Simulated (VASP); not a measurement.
# TaN (Fm-3m) in VASP: relaxation of cell and atoms with PBEsol

Aim: the relaxation of cell and atoms of TaN with PBEsol.

All numbers are computed with VASP 6.6.1; they aren't measurements. Logs are shortened: lines on timing, memory, paths and dates and some standing lists are left out, and cuts for length are marked.

**1. The crystal as given**

Symmetry: Fm-3m, No. 225, cubic system. Conventional cell: a = 4.400 Å, b = 4.400 Å, c = 4.400 Å, α = 90.00°, β = 90.00°, γ = 90.00°. Ta (site symmetry m-3m) is surrounded by 6 N at 2.20 Å. N (site symmetry m-3m) is surrounded by 6 Ta at 2.20 Å.

The cell was built by a generator and needn't be a form met in nature.

**2. Relaxation of cell and atoms, PBEsol**

File INCAR:

```
SYSTEM = TaN
PREC     = Accurate       ! precision mode
ENCUT    = 600            ! plane-wave cutoff, eV
EDIFF    = 1E-6           ! SCF threshold, eV
ISMEAR   = 1              ! smearing method
SIGMA    = 0.2            ! smearing width, eV
LREAL    = .False.        ! projectors in reciprocal space
LASPH    = .True.         ! aspherical terms in the spheres
NELM     = 80             ! most SCF steps
ALGO     = Normal         ! electronic algorithm
ISIF     = 3              ! what is computed and relaxed
LWAVE    = .False.        ! write WAVECAR
LCHARG   = .False.        ! write CHGCAR
GGA      = PS             ! functional
IBRION   = 2              ! ionic algorithm
NSW      = 60             ! ionic steps
EDIFFG   = -0.01          ! ionic threshold
KPAR     = 4
```

File KPOINTS:

```
regular mesh
0
Gamma
  16 16 16
  0 0 0
```

File POSCAR:

```
TaN
1.0
    0.0000000000      2.2000000000      2.2000000000
    2.2000000000      0.0000000000      2.2000000000
    2.2000000000      2.2000000000      0.0000000000
Ta N
1 1
Direct
    0.0000000000      0.0000000000      0.0000000000
    0.5000000000      0.5000000000      0.5000000000
```

Potentials or basis: VASP PAW PBE potentials, release 64 (Ta_pv, N).

Launch:

```sh
cat potpaw_PBE.64/Ta_pv/POTCAR potpaw_PBE.64/N/POTCAR > POTCAR
mpirun -np 4 vasp_std > vasp.out
```

OUTCAR:

```text
SYSTEM = TaN
   PREC = Accurate
   ENCUT = 600
   EDIFF = 1E-6
   ISMEAR = 1
   LREAL = .False.
   LASPH = .True.
   NELM = 80
   ISIF = 3
   GGA = PS
   IBRION = 2
   NSW = 60
   EDIFFG = -0.01

 ion  position               nearest neighbor table
   1  0.000  0.000  0.000-   2 2.20   2 2.20   2 2.20   2 2.20   2 2.20   2 2.20
   2  0.500  0.500  0.500-   1 2.20   1 2.20   1 2.20   1 2.20   1 2.20   1 2.20

  LATTYP: Found a face centered cubic cell.
 ALAT       =     4.4000000000

  Lattice vectors:

 A1 = (   0.0000000000,   2.2000000000,   2.2000000000)
 A2 = (   2.2000000000,   0.0000000000,   2.2000000000)
 A3 = (   2.2000000000,   2.2000000000,   0.0000000000)

Analysis of symmetry for initial positions (statically):
=====================================================================
 Subroutine PRICEL returns:
 Original cell was already a primitive cell.

 Routine SETGRP: Setting up the symmetry group for a
 face centered cubic supercell.

 Subroutine GETGRP returns: Found 48 space group operations
 (whereof 48 operations were pure point group operations)
 out of a pool of 48 trial point group operations.

The static configuration has the point symmetry O_h .

Analysis of symmetry for dynamics (positions and initial velocities):
=====================================================================
 Subroutine PRICEL returns:
 Original cell was already a primitive cell.

 Routine SETGRP: Setting up the symmetry group for a
 face centered cubic supercell.

 Subroutine GETGRP returns: Found 48 space group operations
 (whereof 48 operations were pure point group operations)
 out of a pool of 48 trial point group operations.

The dynamic configuration has the point symmetry O_h .

 Subroutine INISYM returns: Found 48 space group operations
 (whereof 48 operations are pure point group operations),
 and found     1 'primitive' translations

----------------------------------------------------------------------------------------

                                     Primitive cell

  volume of cell :      21.2960

  direct lattice vectors                    reciprocal lattice vectors
     0.000000000  2.200000000  2.200000000    -0.227272727  0.227272727  0.227272727
     2.200000000  0.000000000  2.200000000     0.227272727 -0.227272727  0.227272727
     2.200000000  2.200000000  0.000000000     0.227272727  0.227272727 -0.227272727

  length of vectors
     3.111269837  3.111269837  3.111269837     0.393647911  0.393647911  0.393647911

  position of ions in fractional coordinates (direct lattice)
     0.000000000  0.000000000  0.000000000
     0.500000000  0.500000000  0.500000000

  ion indices of the primitive-cell ions
   primitive index   ion index
                 1           1
                 2           2

----------------------------------------------------------------------------------------

 KPOINTS: regular mesh

Automatic generation of k-mesh.
 Grid dimensions read from file:
 generate k-points for:   16   16   16

 Generating k-lattice:

  Cartesian coordinates                     Fractional coordinates (reciprocal lattice)
    -0.014204545  0.014204545  0.014204545     0.062500000  0.000000000  0.000000000
     0.014204545 -0.014204545  0.014204545     0.000000000  0.062500000  0.000000000
     0.014204545  0.014204545 -0.014204545     0.000000000  0.000000000  0.062500000

  Length of vectors
     0.024602994  0.024602994  0.024602994

  Shift w.r.t. Gamma in fractional coordinates (k-lattice)
     0.000000000  0.000000000  0.000000000

 Subroutine IBZKPT returns following result:
 ===========================================

 Found    145 irreducible k-points:

 Following reciprocal coordinates:
            Coordinates               Weight
  0.000000  0.000000  0.000000      1.000000
  0.062500  0.000000  0.000000      8.000000
  0.125000  0.000000  0.000000      8.000000
  0.187500  0.000000  0.000000      8.000000
  0.250000  0.000000  0.000000      8.000000
  0.312500  0.000000  0.000000      8.000000
[... 16 lines left out ...]
 -0.125000  0.062500  0.000000     24.000000
 -0.062500  0.062500  0.000000     12.000000
 [... further k-points ...]
   k-points           NKPTS =    145   k-points in BZ     NKDIM =    145   number of bands    NBANDS=     12
   number of dos      NEDOS =    301   number of ions     NIONS =      2
   total plane-waves  NPLWV =  21952
   dimension x,y,z NGX =    28 NGY =   28 NGZ =   28
   dimension x,y,z NGXF=    56 NGYF=   56 NGZF=   56
   ions per type =               1   1
   NGX,Y,Z   is equivalent  to a cutoff of  14.96, 14.96, 14.96 a.u.
   NGXF,Y,Z  is equivalent  to a cutoff of  29.92, 29.92, 29.92 a.u.
 SYSTEM =  TaN
   PREC   = accura    normal or accurate (medium, high low for compatibility)
   ISTART =      0    job   : 0-new  1-cont  2-samecut
   ICHARG =      2    charge: 1-file 2-atom 10-const
   ISPIN  =      1    spin polarized calculation?
   LNONCOLLINEAR =      F non collinear calculations
   LSORBIT =      F    spin-orbit coupling
   LASPH  =      T    aspherical Exc in radial PAW
   ENCUT  =  600.0 eV  44.10 Ry    6.64 a.u.   6.21  6.21  6.21*2*pi/ulx,y,z
   NELM   =     80;   NELMIN=  2; NELMDL= -5     # of ELM steps
   EDIFF  = 0.1E-05   stopping-criterion for ELM
   LREAL  =      F    real-space projection
   EDIFFG = -.1E-01   stopping-criterion for IOM
   NSW    =     60    number of steps for IOM
   IBRION =      2    ionic relax: 0-MD 1-quasi-New 2-CG
   NFREE  =      1    steps in history (QN), initial steepest desc. (CG)
   ISIF   =      3    stress and relaxation
   ISYM   =      2    0-nonsym 1-usesym 2-fastsym
   POTIM  = 0.5000    time-step for ionic-motion
   TEBEG  =    0.0;   TEEND  =   0.0 temperature during run
   PSTRESS=    0.0 pullay stress
   NELECT =      16.0000    total number of electrons
   NUPDOWN=      -1.0000    fix difference up-down
   EMIN   =  10.00;   EMAX   =-10.00  energy-range for DOS
   EFERMI =   0.00;   METHOD = LEGACY
   ISMEAR =     1;   SIGMA  =   0.20  broadening in eV -4-tet -1-fermi 0-gaus
   EFERMI_NEDOS =   21; number of points for ismear=-14 and -15
   IALGO  =     38    algorithm
   IMIX   =      4    mixing-type and parameters
     AMIX     =   0.40;   BMIX     =  1.00
     AMIX_MAG =   1.60;   BMIX_MAG =  1.00
  volume/ion in A,a.u.               =      10.65        71.86
  Fermi-wavevector in a.u.,A,eV,Ry     =   1.488271  2.812425 30.136250  2.214952
  Thomas-Fermi vector in A             =   2.601327
   LORBIT       =      0    0 simple, 1 ext, 2 COOP (PROOUT), +10 PAW based schemes
   GGA     = PS    functional components
   LHFCALC =     F    Hartree Fock is set to
   AEXX    =    0.0000 exact exchange contribution
   IVDW    =     0    specifies the selected vdW correction
   LEPSILON=     F    determine dielectric tensor
   LRPA    =     F    only Hartree local field effects (RPA)
 conjugate gradient relaxation of ions
 non-spin polarized calculation
 Methfessel and Paxton  Order N= 1 SIGMA  =   0.20
  energy-cutoff  :      600.00
  volume of cell :       21.30
 maximum number of plane-waves:       725
 NGX is ok and might be reduce to    28
   NGX = 13   NGY = 13   NGZ = 13

--------------------------------------- Ionic step        1  -------------------------------------------

 number of electron      15.9999999 magnetization

 Free energy of the ion-electron system (eV)
  ---------------------------------------------------
  ext. energy  EPLUGINS =         0.00000000
  ---------------------------------------------------
  free energy    TOTEN  =       -23.20783376 eV

  energy without entropy =      -23.20548209  energy(sigma->0) =      -23.20704987

------------------------ aborting loop because EDIFF is reached ----------------------------------------

  FORCE on cell =-STRESS in cart. coord.  units (eV):
  Direction    XX          YY          ZZ          XY          YZ          ZX
  --------------------------------------------------------------------------------------
  -------------------------------------------------------------------------------------
  Total       -0.6511781     -0.6511781     -0.6511781      0.0000000     -0.0000000      0.0000000
  in kB      -48.9905549    -48.9905549    -48.9905549      0.0000000     -0.0000000      0.0000000
  external PRESSURE =     -48.9905549 kB  Pullay stress =       0.0000000 kB
[... 57 lines left out ...]
  energy  without entropy=      -23.1832185381  energy(sigma->0) =      -23.18479304

--------------------------------------- Ionic step        3  -------------------------------------------

 number of electron      16.0000000 magnetization

 Free energy of the ion-electron system (eV)
  ---------------------------------------------------
  ext. energy  EPLUGINS =         0.00000000
  ---------------------------------------------------
  free energy    TOTEN  =       -23.21245081 eV

  energy without entropy =      -23.21008866  energy(sigma->0) =      -23.21166343

 E-fermi :   9.5077     XC(G=0): -13.6579

 val. band max:        9.5005065575   @ k =  -0.2500   0.3750   0.1250
 cond. band min:       9.5146405599   @ k =  -0.3125   0.3125   0.1250
 fundamental gap:      0.0141340024
 Fermi energy:         9.5077450384

 k-point     1 :       0.0000    0.0000    0.0000
  band No.  band energies     occupation
      1     -26.1633      2.00000
      2     -26.1633      2.00000
      3     -26.1633      2.00000
      4      -9.3933      2.00000
      5       5.6877      2.00000
      6       5.6877      2.00000
      7       5.6877      2.00000
      8       7.3541      2.00000
      9       7.3541      2.00000
     10       7.3541      2.00000
     11       9.5465      0.67877
     12       9.5465      0.67877
[... 331 lines left out ...]
 k-point    24 :      -0.0625    0.0625    0.0000
  band No.  band energies     occupation
      1     -26.2522      2.00000
      2     -26.1867      2.00000
      3     -26.1655      2.00000
      4      -9.1356      2.00000
      5       4.4546      2.00000
      6       4.7701      2.00000
      7       5.1195      2.00000
      8       7.5320      2.00000
      9       7.7666      2.00000
     10       8.0761      2.00000
     11       9.9855     -0.00375
     12      10.8640     -0.00000

 [... further k-points ...]
[... 5 lines left out ...]
  --------------------------------------------------------------------------------------
  -------------------------------------------------------------------------------------
  Total       -0.0030730     -0.0030730     -0.0030730      0.0000000      0.0000000      0.0000000
  in kB       -0.2344424     -0.2344424     -0.2344424      0.0000000      0.0000000      0.0000000
  external PRESSURE =      -0.2344424 kB  Pullay stress =       0.0000000 kB
[... 17 lines left out ...]
  FREE ENERGIE OF THE ION-ELECTRON SYSTEM (eV)
  ---------------------------------------------------
  free  energy   TOTEN  =       -23.2124508133 eV

  energy  without entropy=      -23.2100886631  energy(sigma->0) =      -23.21166343

 reached required accuracy - stopping structural energy minimisation
```

Wall time 24 s (4 MPI ranks of Intel Xeon Platinum 8488C (Sapphire Rapids), shared host); peak memory 0.2 GiB.

What came out:

| Quantity | Value |
| --- | --- |
| Free energy | -23.2125 eV |
| Relaxed volume | 10.50 Å³/atom |
| Relaxed cell | a = 3.097 Å, b = 3.097 Å, c = 3.097 Å, α = 60.00°, β = 60.00°, γ = 60.00° |
| Space group after relaxing (to 0.05 Å) | Fm-3m (No. 225) |
| Energy gained by relaxing | 2.3 meV/atom |
| Ionic steps | 3 |
| Pressure after relaxing | 0.0 GPa |
| Band gap on the k mesh | none (metal or under the smearing width) |

The path:
| step | energy change (eV) | largest force (eV/Å) | pressure (GPa) | volume (Å³) |
| --- | --- | --- | --- | --- |
| 1 | 0.0000 | 0.0000 | -4.90 | 21.30 |
| 2 | 0.0223 | 0.0000 | 12.90 | 20.31 |
| 3 | -0.0046 | 0.0000 | -0.02 | 21.00 |

Final structure:
```cif
data_structure
_symmetry_space_group_name_H-M 'P 1'
_symmetry_Int_Tables_number 1
_cell_length_a 3.0968
_cell_length_b 3.0968
_cell_length_c 3.0968
_cell_angle_alpha 60.000
_cell_angle_beta 60.000
_cell_angle_gamma 60.000
_cell_volume 21.00
loop_
_atom_site_label
_atom_site_type_symbol
_atom_site_fract_x
_atom_site_fract_y
_atom_site_fract_z
_atom_site_occupancy
Ta1 Ta 0.00000 0.00000 0.00000 1
N1 N 0.50000 0.50000 0.50000 1
```

Levels at points of the mesh, in eV from the Fermi level:
```tsv
k point	band 5	band 6	band 7	band 8	band 9	band 10	band 11	band 12
(0.00, 0.00, 0.00)	-3.82	-3.82	-3.82	-2.15	-2.15	-2.15	0.04	0.04
(0.50, 0.00, 0.00)	-10.49	-7.67	-7.67	1.96	1.96	2.06	3.86	7.70
(0.50, 0.50, 0.00)	-6.65	-5.58	-4.63	-4.63	2.14	3.64	3.64	4.71
```

Caveat: the PAW data sets were made with another functional, which shifts forces and pressure a little. Spin-orbit coupling is left out, which matters for the levels of Ta.
